## Estimating the bulk modulus of a zincblende crystal from its bond length

A bulk modulus is an energy divided by a volume. Let E be the energy per atom of a crystal and V its volume per atom. The bulk modulus is then B = V · d²E/dV², and the product B · V is an energy per atom. It measures how sharply the energy rises when the volume departs from its best value, so it may be called the stiffness energy. If all crystals of a family had the same stiffness energy, B would simply fall as 1/V.

In zincblende each atom has four neighbours at the bond length d, and V is proportional to d³. A fixed stiffness energy therefore gives B ∝ 1/d³. Electrostatic energies between charges at distance d fall as 1/d, and if the stiffness energy did the same, B would fall as 1/d⁴. A useful rule should lie in or near this range.

Ansatz 0.2.0, all-electron LAPW, LDA, scalar-relativistic; basis error 0.25 to 1 meV/atom, Gaussian nuclei, smearing 0.02 to 0.05 eV, k points times cell length 28 to 50 angstrom; no spin; pressures at four or five volumes within 6 % of the given cell, shape and positions held. Rows: space group F-43m, sites 4:-43m 4:-43m. B0: Birch-Murnaghan fit.

```
crystal  space group  measured volume (COD) (Å³/atom)  V0, LAPW (Å³/atom)  error of V0, LAPW (%)  B0, LAPW (GPa)  dB/dP, LAPW
     BN          216                            5.905                5.74                   -2.8             402          3.6
     BP          216                            11.68               11.32                   -3.1             176          3.8
    BAs          216                            13.63               13.25                   -2.8             147          4.1
    GaP          216                            20.24               19.59                   -3.2            90.0          4.5
   GaAs          216                            22.59               22.00                   -2.6            74.0          4.8
   ZnSe          216                            22.76               21.58                   -5.2            71.7          4.6
   HgTe          216                             33.5               33.31                   -0.5            47.4          5.1
   InSb          216                            33.98               33.55                   -1.3            46.5          4.9
```

V0 is the volume per atom at which the computed pressure vanishes, B0 is the bulk modulus there, and dB/dP says how fast the modulus rises with pressure. For BN, BP, BAs and InSb more volumes were computed than the four or five named in the line above the table. Holding shape and positions makes no difference here, because the symmetry of zincblende leaves only the volume free. From BN to InSb, B0 falls by a factor of 8.6 while V0 grows by a factor of 5.8. Most of the softening is thus dilution: a similar stiffness energy is spread over more space.

The rest is a change in the stiffness energy itself. For BN it is 402 · 5.74 / 160.2 = 14.4 eV per atom, where 160.2 converts eV/Å³ to GPa. In the last four rows it is close to 10 eV. Theory offers a reason for the decrease: in a longer bond the valence electrons are spread over more space, so both their kinetic energy and their attraction to the ion cores are expected to be smaller. The table shows the decrease but doesn't test this reason.

### The rule and two examples

An empirical rule for crystals with four-fold bonding takes the exponent midway between the two limits:

B ≈ 1700 / (d³ · √d), with d in Å and B in GPa.

The exponent is taken from that rule and isn't fitted here. The constant is the average over the eight rows, rounded to two figures, so both examples below helped to set it.

Take BAs, with V0 = 13.25 Å³ per atom. The cubic cell holds eight atoms, and the bond is √3/4 = 0.433 of its edge.

1. The cell volume is 8 · 13.25 = 106 Å³, so the edge is 4.73 Å.
2. The bond length is 0.433 · 4.73 = 2.05 Å.
3. Then d³ = 8.6 and √d = 1.43, with the product 12.3.
4. The estimate is 1700 / 12.3 = 138 GPa.

The full calculation gives 147 GPa, so the estimate is 6 % too low.

For ZnSe the bond length is 2.41 Å. The same steps give d³ · √d = 21.8 and an estimate of 78 GPa. The computed value is 71.7 GPa, so here the rule is 9 % too high, its largest overestimate in the table.

### How far to trust it

The typical miss over the eight crystals is 6 %, and no row is missed by more than 9 %. A fairer test sets the constant from seven rows and predicts the eighth. The worst miss is then 12 %, again for ZnSe. For a modulus that varies more than eightfold, this is good value from a single length.

The misses have a pattern. The three boron compounds, with the shortest bonds, are all stiffer than the rule says, by enough to suggest a slightly steeper law. A fit to all eight rows with a free exponent gives 3.7 ± 0.1. The exponent 4, with its own constant, does only a little worse than 3.5, whereas the exponent 3 more than doubles the typical miss. The choice of 3.5 is therefore one of convenience within a narrow range, and the square root makes it easy to use by hand. The output printed after this text compares these versions.

### Where bond length is not enough

At the computed volumes ZnSe has a slightly shorter bond than GaAs, so the rule makes it 2 % stiffer. The calculation makes it 3 % softer. A likely explanation is ionicity: in ZnSe more of the valence charge sits on one atom and less in the bond, and such crystals tend to be softer at equal bond length.

The table supports this explanation only weakly. HgTe and InSb form a similar pair, with almost equal bond lengths, yet their moduli agree to about 1 GPa and the more ionic crystal isn't the softer one. Spin-orbit coupling is missing for these heavy atoms, and both crystals come out without a band gap, which for InSb is an error of the LDA. The sign of such a small difference therefore shouldn't be interpreted, but the softening seen in ZnSe is missing here. The practical lesson is that the rule can't rank two crystals whose estimates differ by a few percent. For ZnSe and GaAs the ranking even depends on which lengths are put in, because their measured volumes have the opposite order.

### Which bond length to put in

In practice the bond length usually comes from a measured lattice constant. The measured volumes in the table are larger than V0 in every row. This is usual for LDA, which tends to bind atoms too tightly. Thermal expansion and zero-point motion, which the calculation leaves out, are expected to add to the difference. Putting them into the rule lowers the estimates by 1 to 6 %. The constant 1700 was set to reproduce LDA moduli at LDA volumes, and the table has no measured moduli against which to adjust it. An estimate from a measured length carries this additional uncertainty.

### One crystal under pressure is a different problem

It is tempting to use the rule for a compressed crystal by inserting its shortened bond. This fails badly. Since d³ · √d grows as V to the power 7/6, the rule says that a volume smaller by 1 % means a modulus higher by 1.2 %. For a single crystal near V0, the relative rise is instead dB/dP times the relative compression. In GaAs, with dB/dP = 4.8, it is nearly 5 %.

The two slopes differ because they describe different changes. Going from GaAs to BAs replaces atoms, and each crystal rests at the minimum of its own energy curve. Squeezing GaAs keeps the atoms and pushes them up the repulsive side of one curve, where the electrons resist being crowded together and the energy climbs ever more steeply. In every row of the table the slope under pressure is at least three times that of the rule.

For moderate pressures P the right tool is B ≈ B0 + (dB/dP) · P. It holds only as long as the crystal keeps the zincblende structure, which soft crystals such as HgTe give up at rather low pressure. At 2 GPa the formula gives GaAs a modulus of 74 + 4.8 · 2 ≈ 84 GPa. The rule may supply B0 if no better value is at hand, but dB/dP must come from elsewhere. The values in the table run from 3.6 for BN to 5.1 for HgTe.

### Carrying the idea to other crystals

The argument that B is a stiffness energy per volume holds for any solid. The number 1700 belongs to a particular family: four neighbours around each atom and eight valence electrons per pair of atoms. Silicon and germanium in the diamond structure have the same geometry and electron count without the ionicity, so the same form applies, and the usual version of the rule gives them a somewhat larger constant. Rock-salt crystals have six neighbours and pack more atoms into the volume d³, so they need a constant of their own, and the exponent would have to be tested again.

For a III-V or II-VI zincblende crystal with a bond between 1.55 and 2.79 Å, the range of the table, find the bond length and divide 1700 by d³ · √d. In the table the result lies within a tenth of the LDA modulus. The eight rows are a selection, so another crystal may miss by more, and strongly ionic zincblende crystals such as CuCl are much softer than the rule says. A bond length wrong by 1 % shifts the result by just over 3 %, so an ordinary lattice constant is accurate enough. If the crystal is under pressure, estimate its modulus at zero pressure first and add the pressure term afterwards.

The analysis program printed:

```
Rule B = 1700/(d^3 sqrt d), d in angstrom, B in GPa:
   row      d    d^3  sqrt_d  estimate  B0_LAPW   miss_%  leave_one_out_miss_%  B0V0_eV_per_atom
    BN  1.551  3.728   1.245     366.2      402    -8.91                -8.418              14.4
    BP  1.945  7.353   1.394     165.8      176   -5.791                -4.825             12.44
   BAs  2.049  8.606   1.432       138      147   -6.131                -5.217             12.16
   GaP  2.335  12.72   1.528     87.44       90   -2.843                -1.413                11
  GaAs  2.427  14.29   1.558     76.37       74    3.205                  5.63             10.16
  ZnSe  2.411  14.02   1.553     78.11     71.7    8.938                 12.36             9.657
  HgTe  2.786  21.64   1.669     47.07     47.4  -0.6938                 1.083             9.855
  InSb  2.793  21.79   1.671     46.68     46.5   0.3839                 2.337             9.737
fit of log(B0_1) on 8 rows: constant 7.621 +/- 0.071, coefficient of log(d) -3.705 +/- 0.085; rms 0.0385, worst ZnSe 0.0878, leave-one-out rms 0.0466
Mean constant before rounding, GPa angstrom^3.5: 1728
Typical (rms) miss of the rule, %: 5.583
Largest overestimate of the rule, %: 8.938
Largest underestimate of the rule, %: -8.91
Largest leave-one-out miss in size, %: 12.36
Typical (rms) miss with d^-3 and its own constant, %: 13.58
Typical (rms) miss with d^-3.5 and its own constant, %: 5.402
Typical (rms) miss with d^-4 and its own constant, %: 6.675
B0 of BN over B0 of InSb: 8.645
V0 of InSb over V0 of BN: 5.845
B0 V0 of BN over that of InSb: 1.479
ZnSe against GaAs, B by the rule, %: 2.274
ZnSe against GaAs, B0 computed, %: -3.108
HgTe against InSb, B0 d^3.5, %: 1.085
Largest change of the estimate if the measured volume is put in, %: -6.022
Smallest change of the estimate if the measured volume is put in, %: -0.6614
Rise of B per 1 % smaller volume as the rule would have it, %: 1.167
Change of the estimate for a bond length 1 % too long, %: -3.423
```
